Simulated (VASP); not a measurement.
# BiS (Fm-3m) in VASP: density of states with PBE

Aim: the density of states of BiS with PBE.

Everything below comes from runs of VASP 6.6.1. Logs are shortened: lines on timing, memory, paths and dates and some standing lists are left out, and cuts for length are marked.

### 1 The structure

The structure is cubic, space group Fm-3m (No. 225). Conventional cell: a = 6.170 Å, b = 6.170 Å, c = 6.170 Å, α = 90.00°, β = 90.00°, γ = 90.00°. S (site symmetry m-3m) is surrounded by 6 Bi at 3.08 Å. Bi (site symmetry m-3m) has 6 S at 3.08 Å as nearest neighbours.

The cell was built by a generator and needn't be a form met in nature.

### 2 Density of states, PBE

File POSCAR:

```
BiS
1.0
    0.0000000000      3.0848120000      3.0848120000
    3.0848120000      0.0000000000      3.0848120000
    3.0848120000      3.0848120000      0.0000000000
S Bi
1 1
Direct
    0.0000000000      0.0000000000      0.0000000000
    0.5000000000      0.5000000000      0.5000000000
```

File INCAR.step1:

```
SYSTEM = BiS
PREC = Accurate ; ENCUT = 520
EDIFF = 1E-6 ; ISMEAR = -1
SIGMA = 0.1 ; LREAL = .False.
LASPH = .True. ; NELM = 100
ALGO = Fast ; ISIF = 2
LWAVE = .False. ; LCHARG = .True.
GGA = PE ; NBANDS = 18
```

File KPOINTS.step1:

```
regular mesh
0
Gamma
  9 9 9
  0 0 0
```

File INCAR.step2:

```
SYSTEM = BiS
PREC = Accurate ; ENCUT = 520
EDIFF = 1E-6 ; ISMEAR = -5
SIGMA = 0.1 ; LREAL = .False.
LASPH = .True. ; NELM = 100
ALGO = Fast ; ISIF = 2
LWAVE = .False. ; LCHARG = .False.
GGA = PE ; LORBIT = 11
NEDOS = 1001 ; ICHARG = 11
```

File KPOINTS.step2:

```
regular mesh
0
Gamma
  14 14 14
  0 0 0
```

Potentials or basis: VASP PAW PBE potentials, release 64 (S, Bi_d).

Run with:

```
$ cat potpaw_PBE.64/S/POTCAR potpaw_PBE.64/Bi_d/POTCAR > POTCAR
$ cp INCAR.step1 INCAR
$ cp KPOINTS.step1 KPOINTS
$ mpirun -np 1 vasp_std > vasp.out
$ cp INCAR.step2 INCAR
$ cp KPOINTS.step2 KPOINTS
$ mpirun -np 1 vasp_std > vasp.out
```

OUTCAR:

```text
SYSTEM = BiS
   PREC = Accurate
   ENCUT = 520
   EDIFF = 1E-6
   ISMEAR = -5
   LREAL = .False.
   LASPH = .True.
   NELM = 100
   ISIF = 2
   GGA = PE
   LORBIT = 11
   ICHARG = 11

 ion  position               nearest neighbor table
   1  0.000  0.000  0.000-   2 3.08   2 3.08   2 3.08   2 3.08   2 3.08   2 3.08
   2  0.500  0.500  0.500-   1 3.08   1 3.08   1 3.08   1 3.08   1 3.08   1 3.08

  LATTYP: Found a face centered cubic cell.
 ALAT       =     6.1696240000

  Lattice vectors:

 A1 = (   0.0000000000,   3.0848120000,   3.0848120000)
 A2 = (   3.0848120000,   0.0000000000,   3.0848120000)
 A3 = (   3.0848120000,   3.0848120000,   0.0000000000)

Analysis of symmetry for initial positions (statically):
=====================================================================
 Subroutine PRICEL returns:
 Original cell was already a primitive cell.

 Routine SETGRP: Setting up the symmetry group for a
 face centered cubic supercell.

 Subroutine GETGRP returns: Found 48 space group operations
 (whereof 48 operations were pure point group operations)
 out of a pool of 48 trial point group operations.

The static configuration has the point symmetry O_h .

Analysis of symmetry for dynamics (positions and initial velocities):
=====================================================================
 Subroutine PRICEL returns:
 Original cell was already a primitive cell.

 Routine SETGRP: Setting up the symmetry group for a
 face centered cubic supercell.

 Subroutine GETGRP returns: Found 48 space group operations
 (whereof 48 operations were pure point group operations)
 out of a pool of 48 trial point group operations.

The dynamic configuration has the point symmetry O_h .

 Subroutine INISYM returns: Found 48 space group operations
 (whereof 48 operations are pure point group operations),
 and found     1 'primitive' translations

----------------------------------------------------------------------------------------

                                     Primitive cell

  volume of cell :      58.7105

  direct lattice vectors                    reciprocal lattice vectors
     0.000000000  3.084812000  3.084812000    -0.162084432  0.162084432  0.162084432
     3.084812000  0.000000000  3.084812000     0.162084432 -0.162084432  0.162084432
     3.084812000  3.084812000  0.000000000     0.162084432  0.162084432 -0.162084432

  length of vectors
     4.362582968  4.362582968  4.362582968     0.280738471  0.280738471  0.280738471

  position of ions in fractional coordinates (direct lattice)
     0.000000000  0.000000000  0.000000000
     0.500000000  0.500000000  0.500000000

[... 94 lines left out ...]
   EFERMI_NEDOS =   21; number of points for ismear=-14 and -15
   IALGO  =     68    algorithm
   IMIX   =      4    mixing-type and parameters
     AMIX     =   0.40;   BMIX     =  1.00
     AMIX_MAG =   1.60;   BMIX_MAG =  1.00
  volume/ion in A,a.u.               =      29.36       198.10
  Fermi-wavevector in a.u.,A,eV,Ry     =   1.162097  2.196046 18.374268  1.350471
  Thomas-Fermi vector in A             =   2.298662
   LORBIT       =     11    0 simple, 1 ext, 2 COOP (PROOUT), +10 PAW based schemes
   GGA     = PE    functional components
   LHFCALC =     F    Hartree Fock is set to
   AEXX    =    0.0000 exact exchange contribution
   IVDW    =     0    specifies the selected vdW correction
   LEPSILON=     F    determine dielectric tensor
   LRPA    =     F    only Hartree local field effects (RPA)
 non-spin polarized calculation
 RMM-DIIS sequential band-by-band and
 Fermi weights with tetrahedron method with Bloechl corrections
  energy-cutoff  :      520.00
  volume of cell :       58.71
 maximum number of plane-waves:      1600

 number of electron      20.9999998 magnetization

 Free energy of the ion-electron system (eV)
  ---------------------------------------------------
  ext. energy  EPLUGINS =         0.00000000
  ---------------------------------------------------
  free energy    TOTEN  =        -8.03725684 eV

  energy without entropy =       -8.03725684  energy(sigma->0) =       -8.03725684

 E-fermi :   5.7435     XC(G=0):  -9.3775

 val. band max:        5.7996827713   @ k =  -0.1429   0.1429   0.0000
 cond. band min:       5.6598423295   @ k =   0.4286   0.0000   0.0000
 fundamental gap:     -0.1398404417
 Fermi energy:         5.7434561864

 k-point     1 :       0.0000    0.0000    0.0000
  band No.  band energies     occupation
      1     -17.8916      2.00000
      2     -17.8916      2.00000
      3     -17.8916      2.00000
      4     -17.8817      2.00000
      5     -17.8817      2.00000
      6      -8.5756      2.00000
      7      -3.4954      2.00000
      8       2.7066      2.00000
      9       2.7066      2.00000
     10       2.7066      2.00000
     11       8.0224      0.00000
     12       8.0224      0.00000
     13       8.0224      0.00000
     14      11.2344      0.00000
[... 377 lines left out ...]
      1     -17.8924      2.00000
      2     -17.8877      2.00000
      3     -17.8865      2.00000
      4     -17.8839      2.00000
      5     -17.8784      2.00000
      6      -7.9976      2.00000
      7      -4.4038      2.00000
      8       2.3385      2.00000
      9       2.3568      2.00000
     10       3.2699      2.00000
     11       5.5297      1.93943
     12       7.3656      0.00000
     13       7.5213      0.00000
     14      10.2669      0.00000

 [... further k-points ...]
[... 5 lines left out ...]
  --------------------------------------------------------------------------------------
  -------------------------------------------------------------------------------------
  Total       -1.9703762     -1.9703762     -1.9703762      0.0000000      0.0000000     -0.0000000
  in kB      -53.7704447    -53.7704447    -53.7704447      0.0000000      0.0000000     -0.0000000
  external PRESSURE =     -53.7704447 kB  Pullay stress =       0.0000000 kB

 VOLUME and BASIS-vectors are now :
 -----------------------------------------------------------------------------
  energy-cutoff  :      520.00
  volume of cell :       58.71
      direct lattice vectors                 reciprocal lattice vectors
     0.000000000  3.084812000  3.084812000    -0.162084432  0.162084432  0.162084432
     3.084812000  0.000000000  3.084812000     0.162084432 -0.162084432  0.162084432
     3.084812000  3.084812000  0.000000000     0.162084432  0.162084432 -0.162084432

 POSITION                                       TOTAL-FORCE (eV/Angst)
 -----------------------------------------------------------------------------------
      0.00000      0.00000      0.00000         0.000000      0.000000     -0.000000
      3.08481      3.08481      3.08481        -0.000000     -0.000000      0.000000
 -----------------------------------------------------------------------------------
    total drift:                                0.000000     -0.000000      0.000000

  FREE ENERGIE OF THE ION-ELECTRON SYSTEM (eV)
  ---------------------------------------------------
  free  energy   TOTEN  =        -8.0372568403 eV

  energy  without entropy=       -8.0372568403  energy(sigma->0) =       -8.03725684

 total charge

# of ion       s       p       d       tot
------------------------------------------
    1        1.400   2.201   0.000   3.601
    2        1.600   1.030   9.924  12.555
--------------------------------------------------
tot          3.000   3.232   9.924  16.156
```

OSZICAR.step1:

```text
N       E                     dE             d eps       ncg     rms          rms(c)
DAV:   1     0.162991111884E+03    0.16299E+03   -0.10417E+04  1268   0.118E+03
DAV:   2     0.496396040824E+01   -0.15803E+03   -0.15360E+03  1326   0.318E+02
DAV:   3    -0.813286262358E+01   -0.13097E+02   -0.12955E+02  1568   0.930E+01
DAV:   4    -0.848820199160E+01   -0.35534E+00   -0.35482E+00  1658   0.162E+01
DAV:   5    -0.849787234503E+01   -0.96704E-02   -0.96698E-02  1750   0.243E+00    0.722E+00
RMM:   6    -0.806174967336E+01    0.43612E+00   -0.56371E-01  1532   0.379E+00    0.385E+00
RMM:   7    -0.806303975184E+01   -0.12901E-02   -0.48914E-02  1829   0.163E+00    0.205E+00
RMM:   8    -0.806333497772E+01   -0.29523E-03   -0.12765E-02  1670   0.948E-01    0.134E-01
RMM:   9    -0.806351632038E+01   -0.18134E-03   -0.50160E-03  1926   0.454E-01    0.108E-01
RMM:  10    -0.806369968147E+01   -0.18336E-03   -0.86706E-04  1620   0.314E-01    0.114E-01
RMM:  11    -0.806364452296E+01    0.55159E-04   -0.35634E-04  1829   0.146E-01    0.158E-02
RMM:  12    -0.806364963036E+01   -0.51074E-05   -0.78908E-05  2001   0.770E-02    0.142E-02
RMM:  13    -0.806365021779E+01   -0.58743E-06   -0.14016E-05  1701   0.294E-02    0.653E-03
RMM:  14    -0.806365030661E+01   -0.88818E-07   -0.23264E-06  1166   0.141E-02
   1 F= -.80636503E+01 E0= -.80361074E+01  d E =-.550858E-01
```

Wall time 47 s (1 thread of AMD EPYC 9R45 (Zen 5), shared host); peak memory 0.2 GiB.

What came out:

| Item | Value |
| --- | --- |
| Valence electrons inside the program's atomic spheres | S 3.60; Bi 12.55 |

States per cell in windows of 1 eV (zero at the Fermi level; states under -8 eV left out):
```tsv
from (eV)	total	S1_p	Bi2_p	Bi2_d	Bi2_s	S1_s	S1_d
-8.0	0.00	0.00	0.00	0.00	0.00	0.00	0.00
-7.0	0.00	0.00	0.00	0.00	0.00	0.00	0.00
-6.0	0.39	0.09	0.06	0.00	0.00	0.00	0.00
-5.0	1.52	0.43	0.22	0.01	0.01	0.01	0.00
-4.0	2.22	0.78	0.25	0.01	0.03	0.01	0.00
-3.0	1.87	0.80	0.09	0.02	0.08	0.01	0.00
-2.0	0.02	0.00	0.01	0.00	0.00	0.00	0.00
-1.0	0.96	0.07	0.37	0.00	0.00	0.05	0.00
0.0	1.54	0.17	0.63	0.01	0.01	0.03	0.00
1.0	1.63	0.32	0.61	0.01	0.01	0.01	0.00
2.0	1.79	0.50	0.58	0.01	0.00	0.00	0.00
3.0	0.27	0.03	0.04	0.01	0.00	0.00	0.00
4.0	0.56	0.00	0.05	0.04	0.00	0.00	0.00
5.0	0.80	0.01	0.07	0.06	0.00	0.00	0.00
6.0	0.42	0.02	0.03	0.03	0.00	0.00	0.00
7.0	0.00	0.00	0.00	0.00	0.00	0.00	0.00
```

Caveat: spin-orbit coupling is left out, which moves the levels of the heavy elements; tetrahedron occupations give inexact forces and stress in metals.
